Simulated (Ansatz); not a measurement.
**LiH: stable or not**

It was reached by relaxing an invented guess, and it needn't be the stable form of this composition.

All numbers below come from Ansatz 0.2.0, DFT PBE, scalar-relativistic, plane waves, PAW. Cutoff 420 eV, Γ-centred 12×12×6 mesh (4-atom cell), Gaussian smearing of 0.02 eV, no spin polarisation.

```cif
data_structure
_symmetry_space_group_name_H-M 'P 1'
_symmetry_Int_Tables_number 1
_cell_length_a 2.7801
_cell_length_b 2.7801
_cell_length_c 4.8852
_cell_angle_alpha 90.000
_cell_angle_beta 90.000
_cell_angle_gamma 120.000
_cell_volume 32.70
loop_
_atom_site_label
_atom_site_type_symbol
_atom_site_fract_x
_atom_site_fract_y
_atom_site_fract_z
_atom_site_occupancy
Li1 Li 0.00000 0.00000 0.00000 1
Li2 Li 0.00000 0.00000 0.50000 1
H1 H 0.66667 0.33333 0.25000 1
H2 H 0.33333 0.66667 0.75000 1
```

Energies over the elements count from the elements' standard structures at the same level (H₂ as a molecule), with no fitted energy shifts.

**Question.** These tests were run: energy against the elements; phonons on a 3×3×2 q mesh. What do they show?

**Answer.**

| test | result |
| --- | --- |
| energy against the elements | −0.364 eV/atom |
| phonons on a 3×3×2 q mesh | no imaginary mode on the mesh |

It fails none of these tests. Whether a mixture of other phases lies lower isn't tested here.

With hydrogen, zero-point motion can shift formation energies by some tens of meV/atom. The run for the phonons used a 12×12×6 k mesh.
